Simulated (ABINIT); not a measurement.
# Rh (Fm-3m) in ABINIT: settings compared, part 2 of 2

ABINIT 10.8.3 (patched build). Earlier steps stand in the parts before.

## (5) Band structure, WC

run.abi

```
ndtset 2

pp_dirpath "./"
pseudos "Rh.GGA_PBE-JTH.xml"

acell 3*1.0 Angstrom
rprim
     0.0000000000     1.8978500000     1.8978500000
     1.8978500000     0.0000000000     1.8978500000
     1.8978500000     1.8978500000     0.0000000000
ntypat 1
znucl 45
natom 1
typat 1
xred
     0.0000000000     0.0000000000     0.0000000000

ecut 20.0
pawecutdg 40.0

ixc 23

occopt 3
tsmear 0.05 eV

nstep 100

iomode 3
prtwf 0
prteig 0
prtebands 0
prtden1 1

kptopt1 1
ngkpt1 12 12 12
nshiftk1 1
shiftk1 0.0 0.0 0.0
nband1 13
tolvrs1 1.0e-9

iscf2 -2
getden2 1
nband2 17
nbdbuf2 2
tolwfr2 1.0e-12
kptopt2 -9
ndivsm2 5
prteig2 1
prtvol2 -3
kptbounds2
     0.0000000000     0.0000000000     0.0000000000
     0.5000000000     0.0000000000     0.5000000000
     0.5000000000     0.2500000000     0.7500000000
     0.3750000000     0.3750000000     0.7500000000
     0.0000000000     0.0000000000     0.0000000000
     0.5000000000     0.5000000000     0.5000000000
     0.6250000000     0.2500000000     0.6250000000
     0.5000000000     0.2500000000     0.7500000000
     0.5000000000     0.5000000000     0.5000000000
     0.3750000000     0.3750000000     0.7500000000
```

Potentials or basis: JTH PAW PBE v2.0.

Launch:

```
abinit run.abi > log 2>&1
```

run.abo:

```text
.Version 10.8.3 of ABINIT
 DATASET    1 : space group Fm -3 m (#225); Bravais cF (face-center cubic)
================================================================================
 Values of the parameters that define the memory need for DATASET  1.
     intxc =       0    ionmov =       0      iscf =      17    lmnmax =      18
     lnmax =       6     mgfft =      24  mpssoang =       3    mqgrid =    3001
     natom =       1  nloc_mem =       2    nspden =       1   nspinor =       1
    nsppol =       1      nsym =      48    n1xccc =       1    ntypat =       1
    occopt =       3   xclevel =       2
       mpw =         403          nfft =       13824          nkpt =          72
 PAW method is used; the additional fine FFT grid is defined by:
   mgfftf=        30    nfftf =     27000
================================================================================
================================================================================

 DATASET    2 : space group Fm -3 m (#225); Bravais cF (face-center cubic)
================================================================================
 Values of the parameters that define the memory need for DATASET  2.
     intxc =       0    ionmov =       0      iscf =      -2    lmnmax =      18
     lnmax =       6     mgfft =      24  mpssoang =       3    mqgrid =    3001
     natom =       1  nloc_mem =       2    nspden =       1   nspinor =       1
    nsppol =       1      nsym =      48    n1xccc =       1    ntypat =       1
    occopt =       3   xclevel =       2
       mpw =         403          nfft =       13824          nkpt =          87
 PAW method is used; the additional fine FFT grid is defined by:
   mgfftf=        30    nfftf =     27000
================================================================================
================================================================================

--------------------------------------------------------------------------------
------------- Echo of variables that govern the present computation ------------
--------------------------------------------------------------------------------
 -outvars: echo values of preprocessed input variables --------
            acell      1.8897261259E+00  1.8897261259E+00  1.8897261259E+00 Bohr
              amu      1.02905500E+02
             ecut      2.00000000E+01 Hartree
           getden1          0
           getden2          1
             iscf1         17
             iscf2         -2
              ixc          23
           jdtset        1    2
           kptopt1          1
           kptopt2         -9
         kptrlatt       12    0    0      0   12    0      0    0   12
          kptrlen1     6.08635101E+01
          kptrlen2     3.00000000E+01
            natom           1
            nband1         13
            nband2         17
           nbdbuf1          0
           nbdbuf2          2
           ndtset           2
           ndivsm1          0
           ndivsm2          5
            ngfft          24      24      24
          ngfftdg          30      30      30
             nkpt1         72
             nkpt2         87
[... 265 lines left out ...]
 Non-SCF case, kpt    1 (  0.00000  0.00000  0.00000), residuals and eigenvalues=
  6.69E-13  4.03E-13  4.62E-13  6.59E-13  8.85E-13  3.88E-13  3.95E-13  2.94E-13
  5.54E-13  1.78E-13  8.47E-13  3.33E-13  3.37E-13  3.80E-13  4.53E-13  9.49E-13
  4.93E-13
 -2.2981E+00 -1.1024E+00 -1.1024E+00 -1.1024E+00  3.0515E-01  4.8705E-01
  4.8705E-01  4.8705E-01  5.6505E-01  5.6505E-01  1.1870E+00  1.3861E+00
  1.3861E+00  1.3861E+00  1.5999E+00  1.7857E+00  1.7857E+00
 Non-SCF case, kpt    2 (  0.03571  0.00000  0.03571), residuals and eigenvalues=
  4.61E-13  8.41E-13  6.09E-13  4.51E-13  1.89E-13  3.54E-13  5.08E-13  1.33E-13
  4.96E-13  5.41E-13  4.75E-13  3.58E-13  4.47E-13  4.68E-13  6.53E-13  3.67E-13
  2.11E-06
[... 584 lines left out ...]
 Non-SCF case, kpt   86 (  0.38889  0.38889  0.72222), residuals and eigenvalues=
  9.53E-13  4.48E-13  5.91E-13  6.65E-13  6.81E-13  7.49E-13  8.58E-13  6.67E-13
  9.74E-13  5.75E-13  2.09E-13  8.72E-13  5.61E-13  9.99E-13  8.12E-13  7.19E-13
  1.36E-11
 -2.2927E+00 -1.1233E+00 -1.1188E+00 -1.1099E+00  4.0259E-01  4.3330E-01
  5.1222E-01  5.6627E-01  6.1250E-01  8.8671E-01  9.1048E-01  1.0561E+00
  1.2314E+00  1.3628E+00  1.6729E+00  1.7010E+00  1.7314E+00
 Non-SCF case, kpt   87 (  0.37500  0.37500  0.75000), residuals and eigenvalues=
  4.25E-13  9.07E-13  4.55E-13  4.06E-13  4.26E-13  4.79E-13  9.53E-13  3.76E-13
  9.65E-13  1.76E-13  3.04E-13  1.13E-13  2.95E-13  4.33E-13  5.73E-13  5.48E-13
  5.12E-13
 -2.2926E+00 -1.1238E+00 -1.1184E+00 -1.1104E+00  3.9682E-01  4.2448E-01
  5.2446E-01  5.7610E-01  6.1567E-01  8.9069E-01  9.1644E-01  1.0444E+00
  1.2065E+00  1.3784E+00  1.6785E+00  1.6827E+00  1.7383E+00

--- !ResultsGS
iteration_state: {dtset: 2, }
comment   : Summary of ground state results
lattice_vectors:
- [  0.0000000,   3.5864167,   3.5864167, ]
- [  3.5864167,   0.0000000,   3.5864167, ]
- [  3.5864167,   3.5864167,   0.0000000, ]
lattice_lengths: [   5.07196,    5.07196,    5.07196, ]
lattice_angles: [ 60.000,  60.000,  60.000, ] # degrees, (23, 13, 12)
lattice_volume:   9.2259745E+01
convergence: {deltae:  0.000E+00, res2:  0.000E+00, residm:  9.991E-13, diffor:  0.000E+00, }
etotal    :  -1.11470692E+02
entropy   :   0.00000000E+00
fermie    :   6.02510148E-01
cartesian_stress_tensor: null
pressure_GPa: null
xred      :
- [  0.0000E+00,   0.0000E+00,   0.0000E+00, Rh]
cartesian_forces: null
force_length_stats: {min: null, max: null, mean: null, }
...

 Integrated electronic density in atomic spheres:
 ------------------------------------------------
 Atom  Sphere_radius  Integrated_density
    1        2.21251         14.88432873

================================================================================

 ----iterations are completed or convergence reached----

 Mean square residual over all n,k,spin=   52.517E-14; max=  99.910E-14
 reduced coordinates (array xred) for    1 atoms
       0.000000000000      0.000000000000      0.000000000000

 cartesian coordinates (angstrom) at end:
    1      0.00000000000000     0.00000000000000     0.00000000000000
 length scales=  1.889726125908  1.889726125908  1.889726125908 bohr
              =  1.000000000000  1.000000000000  1.000000000000 angstroms
 Eigenvalues (hartree) for nkpt=  87  k points:
 kpt#   1, nband= 17, wtk=  1.00000, kpt=  0.0000  0.0000  0.0000 (reduced coord)
  -2.29812   -1.10240   -1.10240   -1.10240    0.30515    0.48705    0.48705    0.48705
   0.56505    0.56505    1.18700    1.38607    1.38607    1.38607    1.59987    1.78569
   1.78569
 kpt#   2, nband= 17, wtk=  1.00000, kpt=  0.0357  0.0000  0.0357 (reduced coord)
  -2.29805   -1.10275   -1.10253   -1.10253    0.30770    0.48533    0.48836    0.48836
   0.56320    0.56569    1.19078    1.37721    1.38664    1.38664    1.61677    1.76968
   1.76970
 kpt#   3, nband= 17, wtk=  1.00000, kpt=  0.0714  0.0000  0.0714 (reduced coord)
  -2.29784   -1.10377   -1.10291   -1.10291    0.31522    0.48033    0.49226    0.49226
   0.55789    0.56759    1.20187    1.35717    1.38757    1.38757    1.66061    1.73341
   1.73341
 kpt#   4, nband= 17, wtk=  1.00000, kpt=  0.1071  0.0000  0.1071 (reduced coord)
  -2.29751   -1.10540   -1.10352   -1.10352    0.32732    0.47252    0.49870    0.49870
   0.54979    0.57069    1.21954    1.33529    1.38645    1.38645    1.69396    1.69396
   1.72082
 kpt#   5, nband= 17, wtk=  1.00000, kpt=  0.1429  0.0000  0.1429 (reduced coord)
[... 317 lines left out ...]
   0.61361    0.82620    0.91085    1.13163    1.28702    1.32141    1.66326    1.66669
   1.81673
 kpt#  85, nband= 17, wtk=  1.00000, kpt=  0.4028  0.4028  0.6944 (reduced coord)
  -2.29283   -1.12394   -1.11757   -1.10935    0.40842    0.44175    0.50226    0.55267
   0.61222    0.85831    0.91201    1.08983    1.25898    1.34308    1.66783    1.68094
   1.77202
 kpt#  86, nband= 17, wtk=  1.00000, kpt=  0.3889  0.3889  0.7222 (reduced coord)
  -2.29268   -1.12332   -1.11875   -1.10992    0.40259    0.43330    0.51222    0.56627
   0.61250    0.88671    0.91048    1.05614    1.23141    1.36279    1.67291    1.70097
   1.73141
 kpt#  87, nband= 17, wtk=  1.00000, kpt=  0.3750  0.3750  0.7500 (reduced coord)
  -2.29260   -1.12385   -1.11839   -1.11040    0.39682    0.42448    0.52446    0.57610
   0.61567    0.89069    0.91644    1.04441    1.20646    1.37838    1.67849    1.68268
   1.73825

== END DATASET(S) ==============================================================
================================================================================

 -outvars: echo values of variables after computation  --------
            acell      1.8897261259E+00  1.8897261259E+00  1.8897261259E+00 Bohr
           etotal1    -1.1147069178E+02
            fcart1    -0.0000000000E+00 -0.0000000000E+00 -0.0000000000E+00
            rprim      0.0000000000E+00  1.8978500000E+00  1.8978500000E+00
                       1.8978500000E+00  0.0000000000E+00  1.8978500000E+00
                       1.8978500000E+00  1.8978500000E+00  0.0000000000E+00
           strten1     3.5916115644E-05  3.5916115644E-05  3.5916115644E-05
                       0.0000000000E+00  0.0000000000E+00  0.0000000000E+00
 Calculation completed.
```

Wall time 28 s (1 thread of Arm Neoverse V1, shared host); peak memory 0.11 GiB.

What came out:

- Free energy: -3033.2720 eV
- Pressure: -1.1 GPa
- Band gap on the k mesh: none (metal or under the smearing width)
- Valence electrons inside the program's atomic spheres: Rh 14.88 (radii [1.1708] Å)

Levels at the corners of the path, in eV from the Fermi level:
```tsv
point	band 5	band 6	band 7	band 8	band 9	band 10	band 11	band 12
Γ	-8.09	-3.14	-3.14	-3.14	-1.02	-1.02	15.90	21.32
X	-6.41	-6.04	0.54	0.98	0.98	3.17	12.25	13.23
W	-5.10	-3.88	-3.88	-1.24	0.99	9.59	9.59	11.16
K	-5.60	-4.84	-2.12	-0.72	0.36	7.84	8.54	12.02
Γ	-8.09	-3.14	-3.14	-3.14	-1.02	-1.02	15.90	21.32
L	-6.22	-3.22	-3.22	0.56	0.56	0.64	8.61	15.42
U	-5.60	-4.84	-2.12	-0.72	0.36	7.84	8.54	12.02
W	-5.10	-3.88	-3.88	-1.24	0.99	9.59	9.59	11.16
L	-6.22	-3.22	-3.22	0.56	0.56	0.64	8.61	15.42
K	-5.60	-4.84	-2.12	-0.72	0.36	7.84	8.54	12.02
```

Caveat: the PAW data sets were made with another functional, which shifts forces and pressure a little.

## (6) Overview

| task | level | potentials or basis | cutoff (eV) | dispersion computed by | fine-grid cutoff | gap on the mesh (eV) | pressure (GPa) |
| --- | --- | --- | --- | --- | --- | --- | --- |
| band structure | LDA | PseudoDojo NC SR LDA v0.4.1 standard | 1197 | - | - | none | - |
| equation of state | RPBE+D3 | JTH PAW PBE v2.0 | 544 | simple-dftd3 1.7.0 | 1088.46 eV | - | - |
| band structure | PBE | JTH PAW PBE v2.0 | 544 | - | 1088.46 eV | none | 7.3 |
| band structure | WC | JTH PAW PBE v2.0 | 544 | - | 1088.46 eV | none | -1.1 |

Alike in all rows: no spin polarisation; cell as given; k mesh 12 × 12 × 12; smearing fermi-dirac 0.05 eV.

Caveats: the PAW data sets were made with another functional, which shifts forces and pressure a little (some runs); pressures at fixed basis lie under the slope of the energies (some runs).

Total energies depend on the potentials used, so only differences within one code and one set of settings carry meaning.

## (7) Comparison with measurements

Step 3. Measured bulk modulus of Rh: 264 GPa (quoted in “Thermal equation of state of rhodium characterized by XRD in a resistively heated diamond anvil cell”, 2024, pmc:11535440). This calculation gives 266 GPa (+0.7 %). The fit is for a static lattice scaled at fixed shape and fixed fractional positions.
